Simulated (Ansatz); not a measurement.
Runs of Ansatz 0.2.0 on SnSe. The cell holds a slab with vacuum, 4 atoms: a = 4.285 Å, b = 4.285 Å, c = 10.991 Å, α = 90.00°, β = 90.00°, γ = 90.00°. 

| screening (1/Å) | gap on the mesh (eV) | largest force (eV/Å) |
| --- | --- | --- |
| 0.3 | 1.87 | (b) |
| 0.4 | 1.77 | 0.45 |
| 0.15 | (a) | 0.35 |
| 0.6 | 1.65 | 0.52 |
| 0.1 | 2.27 | 0.33 |

Alike in all rows: task single point; level HSE06 form with a typed share of exact exchange; potentials or basis Ansatz PAW; no spin polarisation; cell as given; k mesh 3 × 3 × 2; cutoff (eV) 420; smearing fermi-dirac 0.05 eV; the mesh is coarse, so values aren't converged.

Question: Estimate the missing entries.

Answer: (a) 2.13; (b) 0.41.

Caveats: all runs use coarse meshes; odd divisions of the mesh miss points on the zone boundary, where band edges often lie, so the gap on the mesh can be too wide; spin-orbit coupling is left out, which moves the levels of the heavy elements; the PAW data sets come from PBE, with cores solved anew for the run's functional, which leaves a small shift of forces and pressure.

A k mesh can miss the band edges, and the runs leave out spin-orbit coupling on Se, Sn.
